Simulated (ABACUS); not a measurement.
Runs of ABACUS 3.10.1 on Si2W. The structure is tetragonal, space group I4/mmm (No. 139). Conventional cell: a = 3.214 Å, b = 3.214 Å, c = 7.830 Å, α = 90.00°, β = 90.00°, γ = 90.00°. W (site symmetry 4/mmm) is surrounded by 10 Si at 2.62 Å. Si (site symmetry 4mm) has 5 Si at 2.59 to 2.63 Å and 5 W at 2.62 Å as nearest neighbours. 

```tsv
task	potentials or basis	cutoff (eV)	SCF threshold on the density	eigensolver	gap on the mesh (eV)	pressure (GPa)	V0 of scaled cells (Å³/atom)	B0 (GPa)	largest force (eV/Å)
single point	PseudoDojo NC SR 0.4.1 PBE standard, plane waves	1007	1e-08	dav	none	3.3	-	-	0.08
equation of state	PseudoDojo NC SR 0.4.1 PBE standard, plane waves	1007	1e-08	dav	-	-	13.68	(a)	-
single point	PseudoDojo NC SR 0.4.1 PBE standard, DZP LCAO (the cutoffs set its grid)	1361	1e-07	genelpa	none	(b)	-	-	0.10
equation of state	PseudoDojo NC SR 0.4.1 PBE standard, DZP LCAO (the cutoffs set its grid)	1361	1e-07	genelpa	-	-	(c)	216	-
```

Alike in all rows: level PBE; no spin polarisation; cell as given; k mesh 12 × 12 × 12; smearing fermi-dirac 0.05 eV.

Q: Fill in the values left out.

A: (a) 221; (b) 4.4; (c) 13.74.

Caveats: the cell was scaled at fixed shape and fractional positions, which overstates the stiffness of a crystal with free parameters, most of all of layers and chains (some runs); the atomic orbitals were generated for these runs and aren't a published set (some runs); the basis of atomic orbitals isn't converged, which shifts pressures, moduli and gaps (some runs); there are fewer bands than atomic start orbitals, so a level may be missed at k points of high symmetry (some runs).

A k mesh can miss the band edges, and the runs leave out spin-orbit coupling on W.

A gap of «none» marks a metal or a gap under the smearing width.

Not every run made on this cell is shown here.
